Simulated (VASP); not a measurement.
## BiSb (Fm-3m): band edges, masses and strain

The runs below take BiSb at its given cell and follow the band edges through several levels. The cell is generated by rule, not measured, and may not be a known phase.

Method: PBE; plane waves and PAW (Sb, Bi_d), in the first sound run; inputs show where later runs differ, in VASP 6.6.1.

Report form: the programs' logs are mostly left out.

The structure was built from a prototype and need not be the compound's stable phase.

**1. The starting structure**

It takes space group Fm-3m (No. 225, cubic). The conventional cell has a = 6.300 Å, b = 6.300 Å, c = 6.300 Å, α = 90.00°, β = 90.00°, γ = 90.00°. Nearest to Sb lie 6 Bi at 3.15 Å. Bi has 6 Sb at 3.15 Å nearest. Farther neighbours are not listed.

**2. Relaxation of the atoms**

The cell is kept as given; the atoms are relaxed first, so that no residual force shifts the band edges.

The input, INCAR:

```
SYSTEM = BiSb
PREC = Accurate
ENCUT = 400
EDIFF = 1E-06
NELM = 100
ISMEAR = 0
SIGMA = 0.02
LREAL = .FALSE.
ALGO = Normal
GGA = PE
NBANDS = 16
LORBIT = 11
LWAVE = .FALSE.
LCHARG = .FALSE.
KPAR = 4
IBRION = 2
NSW = 40
ISIF = 2
EDIFFG = -0.005
```

The input, POSCAR:

```
BiSb
1.0
    0.0000000000      3.1500000000      3.1500000000
    3.1500000000      0.0000000000      3.1500000000
    3.1500000000      3.1500000000      0.0000000000
Sb Bi
1 1
Direct
    0.0000000000      0.0000000000      0.0000000000
    0.5000000000      0.5000000000      0.5000000000
```

The input, KPOINTS:

```
Automatic mesh
0
Gamma
8 8 8
0 0 0
```

Potentials, in the order of the species: Sb and Bi_d (PBE family, release 64).

On the command line:

```sh
> mpirun -np 4 vasp_std
```

Run time: 4 s. Hardware: 4 MPI ranks of Intel Xeon 6975P-C (Granite Rapids), shared host; peak memory 0.64 GiB; 14 s of CPU time.

The k-mesh is coarse for a metal. The run keeps the 48 symmetry operations of its start, so it cannot find a distortion of lower symmetry.

The forces vanish from the start, and no atom moves.

Numbers from this step:

* SCF cycles: 12
* electrons: 20
* bands: 16
* irreducible k-points: 29
* symmetry operations: 48
* free energy (TOTEN): -7.920 eV
* energy at zero smearing: -7.920 eV
* Fermi energy: 7.116 eV
* pressure: 2.557 GPa
* metallic: yes

**3. Bands on a dense mesh**

A dense even mesh and a path are solved together, since either alone can miss a band edge.

Changes to INCAR since step 2:

```diff
@@ -10,3 +10,3 @@
 GGA = PE
-NBANDS = 16
+NBANDS = 22
 LORBIT = 11
@@ -15,5 +15,2 @@
 KPAR = 4
-IBRION = 2
-NSW = 40
 ISIF = 2
-EDIFFG = -0.005
```

POSCAR is that of step 2.

The input, KPOINTS:

```
Automatic mesh
0
Gamma
12 12 12
0 0 0
```

The input, KPOINTS_OPT:

```
Line mode
24
Line-mode
Reciprocal
  0.00000000   0.00000000   0.00000000 GAMMA
  0.50000000   0.00000000   0.50000000 X

  0.50000000   0.00000000   0.50000000 X
  0.50000000   0.25000000   0.75000000 W

  0.50000000   0.25000000   0.75000000 W
  0.37500000   0.37500000   0.75000000 K

  0.37500000   0.37500000   0.75000000 K
  0.00000000   0.00000000   0.00000000 GAMMA

  0.00000000   0.00000000   0.00000000 GAMMA
  0.50000000   0.50000000   0.50000000 L

  0.50000000   0.50000000   0.50000000 L
  0.62500000   0.25000000   0.62500000 U

  0.62500000   0.25000000   0.62500000 U
  0.50000000   0.25000000   0.75000000 W

  0.50000000   0.25000000   0.75000000 W
  0.50000000   0.50000000   0.50000000 L

  0.50000000   0.50000000   0.50000000 L
  0.37500000   0.37500000   0.75000000 K

  0.62500000   0.25000000   0.62500000 U
  0.50000000   0.00000000   0.50000000 X
```

On the command line:

```sh
> mpirun -np 4 vasp_std
```

The job ended after 23 s (4 MPI ranks; peak memory 0.92 GiB; 86 s of CPU time).

Numbers from this step:

| Quantity | Value |
| --- | --- |
| bands | 22 |
| irreducible k-points | 72 |
| free energy (TOTEN) | -7.930 eV |
| energy at zero smearing | -7.930 eV |
| Fermi energy | 7.132 eV |
| pressure | 2.496 GPa |

The electronic bands at the labelled points (eV, zero at the Fermi level; # counts the bands kept):

```
          point     #1     #2     #3     #4     #5     #6    #7    #8
              Γ  -5.78  -1.50  -1.50  -1.50   3.32   3.32  3.32  5.15
0.48 of the way  -7.26  -2.53  -2.53  -1.64   2.10   3.33  4.08  4.08
              X  -7.97  -5.39  -3.38  -3.38   2.45   5.33  5.33  7.39
0.52 of the way  -8.48  -5.15  -3.83  -2.18   3.15   3.35  5.59  6.91
              W  -8.88  -4.58  -4.58   0.07   0.41   5.27  5.27  6.26
0.52 of the way  -8.85  -4.87  -3.85  -1.32   1.87   4.37  5.15  6.33
              K  -8.84  -4.96  -2.81  -2.61   3.38   3.58  4.21  6.53
0.52 of the way  -7.79  -2.91  -0.28   0.02   0.19   0.49  4.17  4.99
              Γ  -5.78  -1.50  -1.50  -1.50   3.32   3.32  3.32  5.15
0.48 of the way  -7.43  -1.30  -1.30  -0.86   1.65   1.65  1.70  5.26
              L  -9.59  -0.37  -0.37  -0.32  -0.32  -0.27  0.26  8.61
0.48 of the way  -9.37  -3.27  -1.83  -1.61   1.52   1.78  3.45  6.35
              U  -8.84  -4.96  -2.81  -2.61   3.38   3.58  4.21  6.53
0.48 of the way  -8.85  -4.87  -3.85  -1.32   1.87   4.37  5.15  6.33
              W  -8.88  -4.58  -4.58   0.07   0.41   5.27  5.27  6.26
0.48 of the way  -9.26  -3.45  -3.34  -0.14   0.14   3.77  3.82  6.26
              L  -9.59  -0.37  -0.37  -0.32  -0.32  -0.27  0.26  8.61
0.48 of the way  -9.37  -3.27  -1.83  -1.61   1.52   1.78  3.45  6.35
              K  -8.84  -4.96  -2.81  -2.61   3.38   3.58  4.21  6.53
      jump to U  -8.84  -4.96  -2.81  -2.61   3.38   3.58  4.21  6.53
0.48 of the way  -8.28  -5.27  -3.22  -3.14   2.93   4.62  4.74  7.13
              X  -7.97  -5.39  -3.38  -3.38   2.45   5.33  5.33  7.39
```

Of the projections kept (Sb, Bi), the largest for each band there; the rest of the weight can lie on other orbitals:

```
point       #1       #2       #3       #4       #5       #6       #7       #8
    Γ  Sb 0.54  Bi 0.52  Bi 0.52  Bi 0.52  Bi 0.59  Bi 0.59  Bi 0.59  Sb 0.51
    X  Sb 0.76  Bi 0.56  Bi 0.55  Bi 0.55  Bi 0.56  Bi 0.55  Bi 0.55  Sb 0.51
    W  Sb 0.94  Bi 0.56  Bi 0.56  Sb 0.82  Bi 0.83  Sb 0.73  Sb 0.73  Bi 0.61
    K  Sb 0.89  Bi 0.56  Bi 0.55  Bi 0.51  Bi 0.55  Sb 0.54  Bi 0.74  Sb 0.56
    Γ  Sb 0.54  Bi 0.52  Bi 0.52  Bi 0.52  Bi 0.59  Bi 0.59  Bi 0.59  Sb 0.51
    L  Sb 0.90  Sb 0.90  Sb 0.90  Bi 0.95  Bi 0.95  Sb 0.59  Bi 0.58  Bi 0.70
```

At 2.5 GPa the cell is away from the equilibrium volume of this level: left free, it would expand.

**4. Bands with spin-orbit coupling**

This step: PBE, spin-orbit coupling; plane waves and PAW (Sb, Bi_d); invented cell (VASP 6.6.1).

Spin-orbit coupling can split and shift the band edges, more so for heavy elements, so the bands are solved again with spinors.

Changes to INCAR since step 3:

```diff
@@ -10,3 +10,8 @@
 GGA = PE
-NBANDS = 22
+LNONCOLLINEAR = .TRUE.
+MAGMOM = 0 0 0 0 0 0
+NBANDS = 32
+GGA_COMPAT = .FALSE.
+LASPH = .TRUE.
+LSORBIT = .TRUE.
 LORBIT = 11
```

POSCAR is that of step 3.

The input, KPOINTS:

```
Automatic mesh
0
Gamma
8 8 8
0 0 0
```

Changes to KPOINTS_OPT since step 3:

```diff
@@ -1,3 +1,3 @@
 Line mode
-24
+16
 Line-mode
```

On the command line:

```sh
> mpirun -np 4 vasp_ncl
```

It took 63 s on 4 MPI ranks; peak memory 1.3 GiB.

LASPH is on here and off in the session's scalar semilocal runs, so a comparison with those holds both changes.

This step gave:

| Property | Result |
| --- | --- |
| bands | 32 |
| irreducible k-points | 29 |
| free energy (TOTEN) | -8.755 eV |
| energy at zero smearing | -8.755 eV |
| Fermi energy | 6.981 eV |
| pressure | 3.072 GPa |

The spin moment in the PAW sphere vanishes on all atoms.

On-site spin-orbit energy by atom:

```
atom  on-site spin-orbit energy (eV)
 Sb1                           -0.16
 Bi2                           -1.59
```

The electronic bands at the labelled points (eV, zero at the Fermi level; # counts the bands kept):

```
          point     #5     #6     #7     #8    #9   #10   #11   #12
              Γ  -0.91  -0.91  -0.91  -0.91  2.27  2.27  4.05  4.05
0.47 of the way  -1.96  -1.96  -1.40  -1.40  2.05  2.05  3.53  3.53
              X  -3.66  -3.66  -2.87  -2.87  2.61  2.61  4.59  4.59
0.53 of the way  -3.80  -3.80  -1.95  -1.95  3.01  3.01  3.54  3.54
              W  -4.31  -4.31   0.19   0.19  0.47  0.47  5.36  5.36
0.53 of the way  -3.74  -3.74  -1.21  -1.21  1.92  1.92  4.50  4.50
              K  -2.96  -2.96  -2.22  -2.22  3.01  3.01  4.05  4.05
0.53 of the way  -0.37  -0.37   0.00   0.00  0.30  0.30  1.07  1.07
              Γ  -0.91  -0.91  -0.91  -0.91  2.27  2.27  4.05  4.05
0.53 of the way  -0.70  -0.70  -0.42  -0.42  0.73  0.73  1.98  1.98
              L  -0.57  -0.57  -0.04  -0.04  0.01  0.01  0.45  0.45
0.47 of the way  -1.94  -1.94  -1.22  -1.22  1.27  1.27  2.19  2.19
              U  -2.96  -2.96  -2.22  -2.22  3.01  3.01  4.05  4.05
0.47 of the way  -3.74  -3.74  -1.21  -1.21  1.92  1.92  4.50  4.50
              W  -4.31  -4.31   0.19   0.19  0.47  0.47  5.36  5.36
0.53 of the way  -2.87  -2.87  -0.04  -0.04  0.16  0.16  3.36  3.36
              L  -0.57  -0.57  -0.04  -0.04  0.01  0.01  0.45  0.45
0.53 of the way  -2.11  -2.11  -1.38  -1.38  1.52  1.52  2.47  2.47
              K  -2.96  -2.96  -2.22  -2.22  3.01  3.01  4.05  4.05
      jump to U  -2.96  -2.96  -2.22  -2.22  3.01  3.01  4.05  4.05
0.47 of the way  -3.44  -3.44  -2.67  -2.67  3.11  3.11  4.03  4.03
              X  -3.66  -3.66  -2.87  -2.87  2.61  2.61  4.59  4.59
```

Of the projections kept (Sb, Bi), the largest for each band there; the rest of the weight can lie on other orbitals:

```
point       #5       #6       #7       #8       #9      #10      #11      #12
    Γ  Sb 0.53  Sb 0.53  Sb 0.53  Sb 0.53  Sb 0.53  Sb 0.53  Bi 0.65  Bi 0.65
    X  Bi 0.56  Bi 0.56  Bi 0.52  Bi 0.52  Bi 0.56  Bi 0.56  Bi 0.52  Bi 0.52
    W  Bi 0.51  Bi 0.51  Sb 0.82  Sb 0.82  Bi 0.82  Bi 0.82  Sb 0.78  Sb 0.78
    K  Bi 0.54  Bi 0.54  Sb 0.50  Sb 0.50  Bi 0.51  Bi 0.51  Sb 0.60  Sb 0.60
    Γ  Sb 0.53  Sb 0.53  Sb 0.53  Sb 0.53  Sb 0.53  Sb 0.53  Bi 0.65  Bi 0.65
    L  Sb 0.85  Sb 0.85  Sb 0.90  Sb 0.90  Sb 0.64  Sb 0.64  Bi 0.93  Bi 0.93
```

**5. Orbitals for bands with HSE06, ENCUT 400**

This step: PBE; plane waves and PAW (Sb, Bi_d); invented cell (VASP 6.6.1).

The hybrid starts from PBE orbitals, which saves many expensive cycles.

The input, INCAR:

```
SYSTEM = BiSb
PREC = Accurate
ENCUT = 400
EDIFF = 1E-05
NELM = 100
ISMEAR = 0
SIGMA = 0.02
LREAL = .FALSE.
ALGO = Normal
GGA = PE
NBANDS = 16
LORBIT = 11
LWAVE = .TRUE.
LCHARG = .FALSE.
KPAR = 4
```

POSCAR is that of step 4.

The input, KPOINTS:

```
Automatic mesh
0
Gamma
4 4 4
0 0 0
```

On the command line:

```sh
> mpirun -np 4 vasp_std
```

It took 2.8 s on 4 MPI ranks; peak memory 0.59 GiB; 7.7 s of CPU time.

This step gave:

```yaml
scf_cycles: 11
bands: 16
irreducible_k_points: 8
free_energy_toten: -7.940 eV
energy_at_zero_smearing: -7.939 eV
fermi_energy: 6.853 eV
pressure: 1.855 GPa
```

The run ends at a pressure of 1.86 GPa.

**6. Bands with HSE06, ENCUT 400**

This step: HSE06; plane waves and PAW (Sb, Bi_d); invented cell (VASP 6.6.1).

A quarter of screened exact exchange corrects much of the semilocal gap error; its cost forces a coarser mesh.

The input, INCAR:

```
SYSTEM = BiSb
PREC = Accurate
ENCUT = 400
EDIFF = 1E-06
NELM = 100
ISMEAR = 0
SIGMA = 0.02
LREAL = .FALSE.
ALGO = Normal
LHFCALC = .TRUE.
AEXX = 0.25
GGA = PE
HFSCREEN = 0.2
LASPH = .TRUE.
NBANDS = 16
PRECFOCK = Fast
LORBIT = 11
LWAVE = .FALSE.
LCHARG = .FALSE.
KPAR = 4
ISIF = 2
```

POSCAR is that of step 5.

KPOINTS is that of step 5.

Changes to KPOINTS_OPT since step 4:

```diff
@@ -1,3 +1,3 @@
 Line mode
-16
+8
 Line-mode
```

The WAVECAR or CHGCAR of an earlier step is read.

On the command line:

```sh
> mpirun -np 4 vasp_std
```

Wall time 41 s (4 MPI ranks).

The run ended with an error.

VASP's message: “internal error in CHECK_GEN_LAYOUT: G-vectors changed at ik:16 old: 1144 new: 1143”. No number of this run is used.

**7. Orbitals for bands with HSE06, ENCUT 407**

Against the failed run before it, this one has the cutoff, the threshold and the exact exchange changed.

This step: PBE; plane waves and PAW (Sb, Bi_d); invented cell (VASP 6.6.1).

The input, INCAR:

```
SYSTEM = BiSb
PREC = Accurate
ENCUT = 407
EDIFF = 1E-05
NELM = 100
ISMEAR = 0
SIGMA = 0.02
LREAL = .FALSE.
ALGO = Normal
GGA = PE
NBANDS = 16
LORBIT = 11
LWAVE = .TRUE.
LCHARG = .FALSE.
KPAR = 4
```

POSCAR is that of step 6.

KPOINTS is that of step 6.

On the command line:

```sh
> mpirun -np 4 vasp_std
```

The job ended after 2.4 s (4 MPI ranks; peak memory 0.6 GiB).

Numbers from this step:

| Property | Result |
| --- | --- |
| energy at zero smearing | -7.940 eV |
| pressure | 1.890 GPa |

The run ends at a pressure of 1.89 GPa.

**8. Bands with HSE06, ENCUT 407**

This step: HSE06; plane waves and PAW (Sb, Bi_d); invented cell (VASP 6.6.1).

The input, INCAR:

```
SYSTEM = BiSb
PREC = Accurate
ENCUT = 407
EDIFF = 1E-06
NELM = 100
ISMEAR = 0
SIGMA = 0.02
LREAL = .FALSE.
ALGO = Normal
LHFCALC = .TRUE.
AEXX = 0.25
GGA = PE
HFSCREEN = 0.2
LASPH = .TRUE.
NBANDS = 16
PRECFOCK = Fast
LORBIT = 11
LWAVE = .FALSE.
LCHARG = .FALSE.
KPAR = 4
ISIF = 2
```

POSCAR is that of step 7.

KPOINTS is that of step 7.

KPOINTS_OPT is that of step 6.

The WAVECAR or CHGCAR of an earlier step is read.

On the command line:

```sh
> mpirun -np 4 vasp_std
```

Run time: 37 s. Hardware: 4 MPI ranks.

The run ended with an error.

VASP's message: “internal error in CHECK_GEN_LAYOUT: G-vectors changed at ik:15 old: 1160 new: 1159”. No number of this run is used.

**9. Outcome**

```
gap, PBE                     : none
gap with spin-orbit coupling : none
```

What this shows: At this level the bands overlap or touch. Masses were not obtained, since there is no gap at this level. The strain response was not obtained, since there is no gap at this level.

[Lines on the potential files, build, host, timing and source positions are cut from VASP's logs without a mark.]

[Logs are printed without paths, hosts, clocks, repeated set-up lines and the standing remarks that a program may print on its own settings, such as how far it seeks lower states.]

[Hosts, paths, dates, database ids (printed as entryN), source tags and the programs' standing remarks are cut or masked in the printed files.]

[In band tables of VASP the shares of atoms and orbitals are scaled to a sum of 1 inside the atoms' spheres.]

[Gaps and slopes under strain along one axis are those of the sampled path and mesh points; where strain splits equal valleys, another of them can be the edge.]
